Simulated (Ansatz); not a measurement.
# Ta: energy and pressure over a range of volumes, part 1 of 2

How stiff is Ta, and at what volume does the pressure vanish? The cell is scaled evenly, atoms carried along, and solved with LAPW, PAW and all-electron datasets made for the crystal.

This is Ta in the fcc structure; at room conditions it is bcc.

Method: DFT PBEsol, scalar-relativistic, in Ansatz 0.2.0.

### Step 1. The starting structure

The structure is cubic, space group Fm-3m (No. 225). The conventional cell has a = 4.220 Å, b = 4.220 Å, c = 4.220 Å, α = 90.00°, β = 90.00°, γ = 90.00°. Around Ta (site symmetry m-3m) lie 12 Ta at 2.98 Å.

Structure file:

```xyz
1
Lattice="0.0000 2.1100 2.1100 2.1100 0.0000 2.1100 2.1100 2.1100 0.0000" Properties=species:S:1:pos:R:3 pbc="T T T"
Ta    0.0000    0.0000    0.0000
```

The cell comes from a crystallographic database entry that wasn't checked; take it as a given geometry, which may be far from equilibrium.

### Step 2. Volume × 0.9405, LAPW

The input, input.yaml:

```yaml
crystal:
  lattice:
    - [0.0, 2.0672931008, 2.0672931008]
    - [2.0672931008, 0.0, 2.0672931008]
    - [2.0672931008, 2.0672931008, 0.0]
  atoms:
    - { symbol: Ta, position: [0.0, 0.0, 0.0] }
kpoints:
  mp_grid: { grid: [15, 15, 15] }
scf:
  occupations: { method: fermi_dirac, width: 0.08 }
hamiltonian:
  xc: pbesol
  pseudopotentials: { kind: all_electron, lapw: { basis_error: 0.0005 } }
output:
  forces: true
  stress: true
  eigenvalues: true
```

Launch:

```
> ansatz run input.yaml --threads 1 --pin off --max-ram 3072MiB --backend cpu --events-out ev --progress --plain --runs-dir out
```

Standard output, cut to the lines that bear on the results:

```text
LAPW: plane waves up to 8.377 Å⁻¹, error target 5.0e-4 eV per atom; small_component_spin mean_spin; Ta in spheres of 1.462 Å, 37 of its electrons in bands, Dirac shells []
[...]
Pseudopotentials: kind: all_electron
Pseudopotential: Ta, LAPW, valence charge 37, Koelling and Harmon's equation, gaussian nucleus
Functional definition: PBEsol
[...]
Crystal: 1 atoms, lattice volume = 17.670 Å³
Basis set: ecut = 267.33147997444894 eV, 169 PW (Γ), exchange–correlation at level 2
Bands: 23, of which v1, the nominal top of the filled ones, is band 19 counted from 1 (18 counted from 0)
Symmetry: 48 space group operations
Space group: Fm-3m (ITA 225), of the structure as read, at distance tolerance 2.6e-5 Å
k-points: 120 of 3375
[...]
SCF iter   1: F=—  HF=-424443.275348 eV  |F-HF|=—  |Δ(HF+E_count)|=         —  Δρ=2.74e-2  dr2=7.57e-2  ethr=2.03e-4  ⟨swp⟩=2.9  Hψ=17471  notcnv=0
[...]
the basis was enlarged: its passes take 805.2 KiB over the memory plan, 1 of 1 planned eigensolver slots
[...]
SCF iter   8: F=-424443.111001 eV  HF=-424443.111001 eV  |F-HF|=2.75e-8  |Δ(HF+E_count)|=   2.99e-7  Δρ=1.93e-5  dr2=6.06e-8  ethr=3.62e-9  ⟨swp⟩=2.0  Hψ=8154  notcnv=0
[...]
SCF converged after 8 iterations
Free energy (F): -424443.111001 eV
[...]
E sigma→0 (E₀):  -424443.097894 eV
Entropy (-TS):   -0.026214 eV (-26.214 meV/atom)
Fermi energy:    25.562134 eV
[...]
--- Forces (eV/Å), atoms counted from 1 ---
  atom   1  Ta    -0.00000000     0.00000000     0.00000000
[...]
--- Stress (GPa, compression-positive) ---
        6.394763       0.000000      -0.000000
        0.000000       6.394763       0.000000
       -0.000000       0.000000       6.394763
  P = ⅓ Tr σ = 6.3948 GPa (63.948 kbar)
--- Band table (eV; the first three rows and the last of 120) ---
  k-point 0: bands = ["-190.5185", "-190.5185", "-190.4986", "-190.4986", "-190.4986", "-41.8616", "-7.7825", "-7.7825", "-7.7825", "6.3889", "6.3930", "6.3930", "6.3930", "6.4662", "6.4662", "6.4662", "17.1762", "25.9573", "25.9573", "25.9573", "29.2054", "29.2054", "37.8513"]
[...]
```

Run time: 12 s. Hardware: 1 thread of Intel Xeon Platinum 8375C at 2.90GHz (Ice Lake), shared host; peak memory 0.38 GiB.

Read from it: pressure 6.39 GPa; no gap.

### Step 3. Volume × 0.9405, PAW

input.yaml: that of step 2 with these lines changed.

```diff
@@ -13,3 +13,3 @@
   xc: pbesol
-  pseudopotentials: { kind: all_electron, lapw: { basis_error: 0.0005 } }
+  pseudopotentials: { kind: paw }
 output:
@@ -18 +18,2 @@
   eigenvalues: true
+  efg: { contact_densities: true }
```

Launch:

```
> ansatz run input.yaml --threads 1 --pin off --max-ram 3072MiB --backend cpu --events-out ev --progress --plain --runs-dir out
```

Standard output, cut to the lines that bear on the results:

```text
Ta: output.efg is read without spin–orbit coupling, which moves field gradients at and beside such atoms by some per cent and up to a factor of two; PAW files take it under magnetization.noncollinear and magnetization.spin_orbit
[...]
Pseudopotentials: kind: paw
Pseudopotential: Ta, paw, valence charge 13, recommended cutoff 420 eV (normal)
Functional definition: PBEsol
[...]
Crystal: 1 atoms, lattice volume = 17.670 Å³
Basis set: ecut = 420 eV, 331 PW (Γ), exchange–correlation on 40×40×40 points (8 copies of the dense FFT grid, shifted against one another)
Bands: 11, of which v1, the nominal top of the filled ones, is band 7 counted from 1 (6 counted from 0)
Symmetry: 48 space group operations
Space group: Fm-3m (ITA 225), of the structure as read, at distance tolerance 2.6e-5 Å
k-points: 120 of 3375
[...]
SCF converged after 6 iterations
Free energy (F): -9806.232823 eV
[...]
E sigma→0 (E₀):  -9806.219736 eV
Entropy (-TS):   -0.026174 eV (-26.174 meV/atom)
Fermi energy:    19.277697 eV
[...]
--- Forces (eV/Å), atoms counted from 1 ---
  atom   1  Ta     0.00000000     0.00000000    -0.00000000
[...]
--- Stress (GPa, compression-positive) ---
        6.506565       0.000000       0.000000
        0.000000       6.506565       0.000000
        0.000000      -0.000000       6.506565
  P = ⅓ Tr σ = 6.5066 GPa (65.066 kbar)
--- PAW observables at the nuclei: V_zz in 10²¹ V/m², potentials from the cell's mean, atoms counted from 1 ---
  atom   1  Ta V_zz =    -0.000000   η = 0.0000   by run symmetry: forbidden
            electrostatic potential = -14502.321378 V   contact ρ = 8144276.820449 e/Å³
--- Band table (eV; the first three rows and the last of 120) ---
  k-point 0: bands = ["-48.1208", "-14.0454", "-14.0454", "-14.0454", "10.8927", "19.6775", "19.6775", "19.6775", "22.9282", "22.9282", "31.5910"]
[...]
```

Wall time 2.6 s (1 thread of Intel Xeon Platinum 8375C at 2.90GHz (Ice Lake), shared host); peak memory 0.38 GiB.

Result: pressure 6.51 GPa; no gap.

### Step 4. Volume × 0.9405, crystal datasets

input.yaml: that of step 3 with these lines changed.

```diff
@@ -13,3 +13,3 @@
   xc: pbesol
-  pseudopotentials: { kind: paw }
+  pseudopotentials: { kind: all_electron, datasets: crystal }
 output:
```

Launch:

```
> ansatz run input.yaml --threads 1 --pin off --max-ram 3072MiB --backend cpu --events-out ev --progress --plain --runs-dir out
```

Standard output, cut to the lines that bear on the results:

```text
[...]
Ta: output.efg is read without spin–orbit coupling, which moves field gradients at and beside such atoms by some per cent and up to a factor of two; PAW files take it under magnetization.noncollinear and magnetization.spin_orbit
[...]
Pseudopotentials: kind: all_electron
Pseudopotential: Ta, paw, valence charge 27, recommended cutoff 240 eV (normal), Koelling and Harmon's equation, gaussian nucleus
Functional definition: PBEsol
[...]
Crystal: 1 atoms, lattice volume = 17.670 Å³
Basis set: ecut = 240 eV, 169 PW (Γ), exchange–correlation on 30×30×30 points (8 copies of the dense FFT grid, shifted against one another)
Bands: 11, of which v1, the nominal top of the filled ones, is band 7 counted from 1 (6 counted from 0)
Symmetry: 48 space group operations
Space group: Fm-3m (ITA 225), of the structure as read, at distance tolerance 2.6e-5 Å
k-points: 120 of 3375
[...]
Fermi energy:    25.562116 eV
[...]
  The terms above E_closure are by the made datasets' own strengths, without shells solved beside the bands.
--- Forces (eV/Å), atoms counted from 1 ---
  atom   1  Ta     0.00000000    -0.00000000    -0.00000000
[...]
--- Stress (GPa, compression-positive) ---
        6.395684      -0.000000       0.000000
       -0.000000       6.395684      -0.000000
        0.000000      -0.000000       6.395684
  P = ⅓ Tr σ = 6.3957 GPa (63.957 kbar)
  It holds what live shells' own plane waves past their cutoff add
--- PAW observables at the nuclei: V_zz in 10²¹ V/m², potentials from the cell's mean, atoms counted from 1 ---
  atom   1  Ta V_zz =    -0.000000   η = 0.0000   by run symmetry: forbidden
            electrostatic potential = -14499.428985 V   contact ρ = 8140298.537252 e/Å³
--- Band table (eV; the first three rows and the last of 120) ---
  k-point 0: bands = ["-41.8616", "-7.7826", "-7.7826", "-7.7826", "17.1763", "25.9573", "25.9573", "25.9573", "29.2054"]
[...]
```

Run time: 13 s. Hardware: 1 thread of Intel Xeon Platinum 8375C at 2.90GHz (Ice Lake), shared host; peak memory 0.49 GiB.

Result: pressure 6.40 GPa; no gap.

### Step 5. Volume × 0.98, LAPW

The input, input.yaml:

```yaml
crystal:
  lattice:
    - [0.0, 2.0958384995, 2.0958384995]
    - [2.0958384995, 0.0, 2.0958384995]
    - [2.0958384995, 2.0958384995, 0.0]
  atoms:
    - { symbol: Ta, position: [0.0, 0.0, 0.0] }
kpoints:
  mp_grid: { grid: [15, 15, 15] }
scf:
  occupations: { method: fermi_dirac, width: 0.08 }
hamiltonian:
  xc: pbesol
  pseudopotentials: { kind: all_electron, lapw: { basis_error: 0.0005 } }
output:
  forces: true
  stress: true
  eigenvalues: true
```

Launch:

```
> ansatz run input.yaml --threads 1 --pin off --max-ram 3072MiB --backend cpu --events-out ev --progress --plain --runs-dir out
```

Standard output, cut to the lines that bear on the results:

```text
LAPW: plane waves up to 8.228 Å⁻¹, error target 5.0e-4 eV per atom; small_component_spin mean_spin; Ta in spheres of 1.482 Å, 37 of its electrons in bands, Dirac shells []
[...]
Pseudopotentials: kind: all_electron
Pseudopotential: Ta, LAPW, valence charge 37, Koelling and Harmon's equation, gaussian nucleus
Functional definition: PBEsol
[...]
Crystal: 1 atoms, lattice volume = 18.412 Å³
Basis set: ecut = 257.9099388584781 eV, 169 PW (Γ), exchange–correlation at level 2
Bands: 23, of which v1, the nominal top of the filled ones, is band 19 counted from 1 (18 counted from 0)
Symmetry: 48 space group operations
Space group: Fm-3m (ITA 225), of the structure as read, at distance tolerance 2.6e-5 Å
k-points: 120 of 3375
[...]
SCF iter   1: F=—  HF=-424443.295250 eV  |F-HF|=—  |Δ(HF+E_count)|=         —  Δρ=2.73e-2  dr2=8.04e-2  ethr=2.16e-4  ⟨swp⟩=3.0  Hψ=17450  notcnv=0
[...]
the basis was enlarged: its passes take 321.1 KiB over the memory plan, 1 of 1 planned eigensolver slots
[...]
SCF iter   8: F=-424443.120276 eV  HF=-424443.120276 eV  |F-HF|=3.03e-8  |Δ(HF+E_count)|=   3.43e-7  Δρ=1.99e-5  dr2=6.94e-8  ethr=4.22e-9  ⟨swp⟩=2.0  Hψ=8157  notcnv=0
[...]
SCF converged after 8 iterations
Free energy (F): -424443.120276 eV
[...]
E sigma→0 (E₀):  -424443.106497 eV
Entropy (-TS):   -0.027559 eV (-27.559 meV/atom)
Fermi energy:    24.417978 eV
[...]
--- Forces (eV/Å), atoms counted from 1 ---
  atom   1  Ta     0.00000000     0.00000000    -0.00000000
[...]
--- Stress (GPa, compression-positive) ---
       -2.109986       0.000000       0.000000
        0.000000      -2.109986       0.000000
        0.000000       0.000000      -2.109986
  P = ⅓ Tr σ = -2.1100 GPa (-21.100 kbar)
--- Band table (eV; the first three rows and the last of 120) ---
[... band rows left out ...]
[...]
```

Run time: 18 s. Hardware: 1 thread of Intel Xeon Platinum 8375C at 2.90GHz (Ice Lake), shared host; peak memory 0.36 GiB.

Read from it: pressure -2.11 GPa; no gap.

### Step 6. Volume × 0.98, PAW

input.yaml: that of step 5 with these lines changed.

```diff
@@ -13,3 +13,3 @@
   xc: pbesol
-  pseudopotentials: { kind: all_electron, lapw: { basis_error: 0.0005 } }
+  pseudopotentials: { kind: paw }
 output:
@@ -18 +18,2 @@
   eigenvalues: true
+  efg: { contact_densities: true }
```

Launch:

```
> ansatz run input.yaml --threads 1 --pin off --max-ram 3072MiB --backend cpu --events-out ev --progress --plain --runs-dir out
```

Standard output, cut to the lines that bear on the results:

```text
Ta: output.efg is read without spin–orbit coupling, which moves field gradients at and beside such atoms by some per cent and up to a factor of two; PAW files take it under magnetization.noncollinear and magnetization.spin_orbit
[...]
Pseudopotentials: kind: paw
Pseudopotential: Ta, paw, valence charge 13, recommended cutoff 420 eV (normal)
Functional definition: PBEsol
[...]
Crystal: 1 atoms, lattice volume = 18.412 Å³
Basis set: ecut = 420 eV, 339 PW (Γ), exchange–correlation on 40×40×40 points (8 copies of the dense FFT grid, shifted against one another)
Bands: 11, of which v1, the nominal top of the filled ones, is band 7 counted from 1 (6 counted from 0)
Symmetry: 48 space group operations
Space group: Fm-3m (ITA 225), of the structure as read, at distance tolerance 2.6e-5 Å
k-points: 120 of 3375
[...]
SCF converged after 6 iterations
Free energy (F): -9806.242430 eV
[...]
E sigma→0 (E₀):  -9806.228666 eV
Entropy (-TS):   -0.027527 eV (-27.527 meV/atom)
Fermi energy:    18.386165 eV
[...]
--- Forces (eV/Å), atoms counted from 1 ---
  atom   1  Ta    -0.00000000    -0.00000000     0.00000000
[...]
--- Stress (GPa, compression-positive) ---
       -2.081729       0.000000       0.000000
       -0.000000      -2.081729       0.000000
        0.000000       0.000000      -2.081729
  P = ⅓ Tr σ = -2.0817 GPa (-20.817 kbar)
--- PAW observables at the nuclei: V_zz in 10²¹ V/m², potentials from the cell's mean, atoms counted from 1 ---
  atom   1  Ta V_zz =    +0.000000   η = 0.0000   by run symmetry: forbidden
            electrostatic potential = -14500.975641 V   contact ρ = 8144267.092884 e/Å³
--- Band table (eV; the first three rows and the last of 120) ---
  k-point 0: bands = ["-49.1033", "-15.0797", "-15.0797", "-15.0797", "10.1807", "18.8141", "18.8141", "18.8141", "21.8868", "21.8868", "30.6143"]
[...]
```

It took 2.9 s on 1 thread of Intel Xeon Platinum 8375C at 2.90GHz (Ice Lake), shared host; peak memory 0.38 GiB.

This run gives: pressure -2.08 GPa; no gap.

### Step 7. Volume × 1.02, LAPW

The input, input.yaml:

```yaml
crystal:
  lattice:
    - [0.0, 2.1239739172, 2.1239739172]
    - [2.1239739172, 0.0, 2.1239739172]
    - [2.1239739172, 2.1239739172, 0.0]
  atoms:
    - { symbol: Ta, position: [0.0, 0.0, 0.0] }
kpoints:
  mp_grid: { grid: [15, 15, 15] }
scf:
  occupations: { method: fermi_dirac, width: 0.08 }
hamiltonian:
  xc: pbesol
  pseudopotentials: { kind: all_electron, lapw: { basis_error: 0.0005 } }
output:
  forces: true
  stress: true
  eigenvalues: true
```

Launch:

```
> ansatz run input.yaml --threads 1 --pin off --max-ram 3072MiB --backend cpu --events-out ev --progress --plain --runs-dir out
```

Standard output, cut to the lines that bear on the results:

```text
LAPW: plane waves up to 8.085 Å⁻¹, error target 5.0e-4 eV per atom; small_component_spin mean_spin; Ta in spheres of 1.502 Å, 37 of its electrons in bands, Dirac shells []
[...]
Pseudopotentials: kind: all_electron
Pseudopotential: Ta, LAPW, valence charge 37, Koelling and Harmon's equation, gaussian nucleus
Functional definition: PBEsol
[...]
Crystal: 1 atoms, lattice volume = 19.164 Å³
Basis set: ecut = 249.04761498018055 eV, 169 PW (Γ), exchange–correlation at level 2
Bands: 23, of which v1, the nominal top of the filled ones, is band 19 counted from 1 (18 counted from 0)
Symmetry: 48 space group operations
Space group: Fm-3m (ITA 225), of the structure as read, at distance tolerance 2.7e-5 Å
k-points: 120 of 3375
[...]
SCF iter   1: F=—  HF=-424443.279969 eV  |F-HF|=—  |Δ(HF+E_count)|=         —  Δρ=2.71e-2  dr2=8.49e-2  ethr=2.28e-4  ⟨swp⟩=3.0  Hψ=17424  notcnv=0
[...]
the basis was enlarged: its passes take 449.3 KiB over the memory plan, 1 of 1 planned eigensolver slots
[...]
SCF iter   8: F=-424443.093176 eV  HF=-424443.093176 eV  |F-HF|=3.42e-8  |Δ(HF+E_count)|=   3.88e-7  Δρ=2.05e-5  dr2=7.88e-8  ethr=4.95e-9  ⟨swp⟩=2.0  Hψ=8173  notcnv=0
[...]
SCF converged after 8 iterations
Free energy (F): -424443.093176 eV
[...]
E sigma→0 (E₀):  -424443.078767 eV
Entropy (-TS):   -0.028818 eV (-28.818 meV/atom)
Fermi energy:    23.348364 eV
[...]
--- Forces (eV/Å), atoms counted from 1 ---
  atom   1  Ta    -0.00000000     0.00000000     0.00000000
[...]
--- Stress (GPa, compression-positive) ---
       -9.212286      -0.000000       0.000000
       -0.000000      -9.212286      -0.000000
        0.000000      -0.000000      -9.212286
  P = ⅓ Tr σ = -9.2123 GPa (-92.123 kbar)
--- Band table (eV; the first three rows and the last of 120) ---
[... band rows left out ...]
[...]
```

It took 12 s on 1 thread of Intel Xeon Platinum 8375C at 2.90GHz (Ice Lake), shared host; peak memory 0.37 GiB.

Read from it: pressure -9.21 GPa; no gap.

### Step 8. Volume × 1.02, PAW

input.yaml: that of step 7 with these lines changed.

```diff
@@ -13,3 +13,3 @@
   xc: pbesol
-  pseudopotentials: { kind: all_electron, lapw: { basis_error: 0.0005 } }
+  pseudopotentials: { kind: paw }
 output:
@@ -18 +18,2 @@
   eigenvalues: true
+  efg: { contact_densities: true }
```

Launch:

```
> ansatz run input.yaml --threads 1 --pin off --max-ram 3072MiB --backend cpu --events-out ev --progress --plain --runs-dir out
```

Standard output, cut to the lines that bear on the results:

```text
Ta: output.efg is read without spin–orbit coupling, which moves field gradients at and beside such atoms by some per cent and up to a factor of two; PAW files take it under magnetization.noncollinear and magnetization.spin_orbit
[...]
Pseudopotentials: kind: paw
Pseudopotential: Ta, paw, valence charge 13, recommended cutoff 420 eV (normal)
Functional definition: PBEsol
[...]
Crystal: 1 atoms, lattice volume = 19.164 Å³
Basis set: ecut = 420 eV, 339 PW (Γ), exchange–correlation on 48×48×48 points (8 copies of the dense FFT grid, shifted against one another)
Bands: 11, of which v1, the nominal top of the filled ones, is band 7 counted from 1 (6 counted from 0)
Symmetry: 48 space group operations
Space group: Fm-3m (ITA 225), of the structure as read, at distance tolerance 2.7e-5 Å
k-points: 120 of 3375
[...]
SCF converged after 6 iterations
Free energy (F): -9806.215323 eV
[...]
E sigma→0 (E₀):  -9806.200929 eV
Entropy (-TS):   -0.028787 eV (-28.787 meV/atom)
Fermi energy:    17.552505 eV
[...]
--- Forces (eV/Å), atoms counted from 1 ---
  atom   1  Ta    -0.00000000    -0.00000000     0.00000000
[...]
--- Stress (GPa, compression-positive) ---
       -9.246729      -0.000000      -0.000000
       -0.000000      -9.246729      -0.000000
       -0.000000      -0.000000      -9.246729
  P = ⅓ Tr σ = -9.2467 GPa (-92.467 kbar)
--- PAW observables at the nuclei: V_zz in 10²¹ V/m², potentials from the cell's mean, atoms counted from 1 ---
  atom   1  Ta V_zz =    +0.000000   η = 0.0000   by run symmetry: forbidden
            electrostatic potential = -14499.710388 V   contact ρ = 8144258.167004 e/Å³
--- Band table (eV; the first three rows and the last of 120) ---
  k-point 0: bands = ["-50.0354", "-16.0544", "-16.0544", "-16.0544", "9.5222", "17.9991", "17.9991", "17.9991", "20.9061", "20.9061", "29.6927"]
[...]
```

Wall time 2.6 s (1 thread of Intel Xeon Platinum 8375C at 2.90GHz (Ice Lake), shared host); peak memory 0.38 GiB.

In short: pressure -9.25 GPa; no gap.

### Step 9. Volume × 1.06, LAPW

The input, input.yaml:

```yaml
crystal:
  lattice:
    - [0.0, 2.1513830553, 2.1513830553]
    - [2.1513830553, 0.0, 2.1513830553]
    - [2.1513830553, 2.1513830553, 0.0]
  atoms:
    - { symbol: Ta, position: [0.0, 0.0, 0.0] }
kpoints:
  mp_grid: { grid: [15, 15, 15] }
scf:
  occupations: { method: fermi_dirac, width: 0.08 }
hamiltonian:
  xc: pbesol
  pseudopotentials: { kind: all_electron, lapw: { basis_error: 0.0005 } }
output:
  forces: true
  stress: true
  eigenvalues: true
```

Launch:

```
> ansatz run input.yaml --threads 1 --pin off --max-ram 3072MiB --backend cpu --events-out ev --progress --plain --runs-dir out
```

Standard output, cut to the lines that bear on the results:

```text
LAPW: plane waves up to 7.951 Å⁻¹, error target 5.0e-4 eV per atom; small_component_spin mean_spin; Ta in spheres of 1.521 Å, 37 of its electrons in bands, Dirac shells []
[...]
Pseudopotentials: kind: all_electron
Pseudopotential: Ta, LAPW, valence charge 37, Koelling and Harmon's equation, gaussian nucleus
Functional definition: PBEsol
[...]
Crystal: 1 atoms, lattice volume = 19.915 Å³
Basis set: ecut = 240.85009896205094 eV, 169 PW (Γ), exchange–correlation at level 2
Bands: 23, of which v1, the nominal top of the filled ones, is band 19 counted from 1 (18 counted from 0)
Symmetry: 48 space group operations
Space group: Fm-3m (ITA 225), of the structure as read, at distance tolerance 2.7e-5 Å
k-points: 120 of 3375
[...]
SCF iter   1: F=—  HF=-424443.234985 eV  |F-HF|=—  |Δ(HF+E_count)|=         —  Δρ=2.69e-2  dr2=8.90e-2  ethr=2.39e-4  ⟨swp⟩=3.0  Hψ=17405  notcnv=0
[...]
the basis was enlarged: its passes take 449.3 KiB over the memory plan, 1 of 1 planned eigensolver slots
[...]
SCF iter   8: F=-424443.035772 eV  HF=-424443.035772 eV  |F-HF|=3.79e-8  |Δ(HF+E_count)|=   4.39e-7  Δρ=2.11e-5  dr2=8.94e-8  ethr=5.75e-9  ⟨swp⟩=2.0  Hψ=8192  notcnv=0
[...]
SCF converged after 8 iterations
Free energy (F): -424443.035772 eV
[...]
E sigma→0 (E₀):  -424443.020882 eV
Entropy (-TS):   -0.029781 eV (-29.781 meV/atom)
Fermi energy:    22.358633 eV
[...]
--- Forces (eV/Å), atoms counted from 1 ---
  atom   1  Ta    -0.00000000    -0.00000000    -0.00000000
[...]
--- Stress (GPa, compression-positive) ---
      -15.071862      -0.000000       0.000000
       -0.000000     -15.071862       0.000000
        0.000000       0.000000     -15.071862
  P = ⅓ Tr σ = -15.0719 GPa (-150.719 kbar)
--- Band table (eV; the first three rows and the last of 120) ---
[... band rows left out ...]
[...]
```

Run time: 12 s. Hardware: 1 thread of Intel Xeon Platinum 8375C at 2.90GHz (Ice Lake), shared host; peak memory 0.37 GiB.

Result: pressure -15.07 GPa; no gap.

(Continued in part 2 of 2.)
